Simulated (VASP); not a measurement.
Wanted: the native input for a VASP 6.6.1 run.

```yaml
Task: relaxation of cell and atoms
Functional: PBE
Dispersion: D3(BJ)
Potentials_or_basis: VASP PAW PBE potentials, release 64 (Zr_sv, N)
Cutoff: 600 eV
k_mesh: 14 × 14 × 14
Occupations: methfessel-paxton, width 0.1 eV
Spin: no spin polarisation
Further_INCAR_settings: ALGO = Normal; EDIFF = 1e-07; IBRION = 2; EDIFFG = -0.005; NSW = 90; ISIF = 3
```

The structure of ZrN lies in POSCAR:

```
ZrN                                     
1.0
   -0.0000000000      2.2802536137      2.2802536137
    2.2802536137     -0.0000000000      2.2802536137
    2.2802536137      2.2802536137      0.0000000000
  Zr              N             
     1     1
Direct
     0.5000000000000000    0.5000000000000000    0.5000000000000000
     0.0000000000000000    0.0000000000000000    0.0000000000000000
```

The input as run:

INCAR

```
SYSTEM = ZrN
PREC     = Accurate       ! precision mode
ENCUT    = 600            ! plane-wave cutoff, eV
EDIFF    = 1E-7           ! SCF threshold, eV
ISMEAR   = 1              ! smearing method
SIGMA    = 0.1            ! smearing width, eV
LREAL    = .False.        ! projectors in reciprocal space
LASPH    = .True.         ! aspherical terms in the spheres
NELM     = 80             ! most SCF steps
ALGO     = Normal         ! electronic algorithm
ISIF     = 3              ! what is computed and relaxed
LWAVE    = .False.        ! write WAVECAR
LCHARG   = .False.        ! write CHGCAR
GGA      = PE             ! functional
IVDW     = 12             ! dispersion correction
IBRION   = 2              ! ionic algorithm
NSW      = 90             ! ionic steps
EDIFFG   = -0.005         ! ionic threshold
```

KPOINTS

```
Automatic mesh
0
Gamma
  14 14 14
  0 0 0
```

Potentials or basis: VASP PAW PBE potentials, release 64 (Zr_sv, N).

The run is started by

```bash
$ cat potpaw_PBE.64/Zr_sv/POTCAR potpaw_PBE.64/N/POTCAR > POTCAR
$ mpirun -np 1 vasp_std > vasp.out
```

Results of the run:

- Relaxed volume: 11.85 Å³/atom
- Relaxed cell: a = 3.224 Å, b = 3.224 Å, c = 3.224 Å, α = 60.00°, β = 60.00°, γ = 60.00°
- Space group after relaxing (to 0.05 Å): Fm-3m (No. 225)
- Energy gained by relaxing: 0.0 meV/atom
- Ionic steps: 3
- Pressure after relaxing: 0.0 GPa
- Band gap on the k mesh: none (metal or under the smearing width)
- Dispersion energy per atom: -0.433 eV

Caveat: pairwise dispersion overbinds metals, which lowers pressure and volume.

It took 78 s on 1 thread of Intel(R) Xeon(R) Platinum 8488C (Sapphire Rapids), with other jobs on the host, peak memory 0.19 GiB.
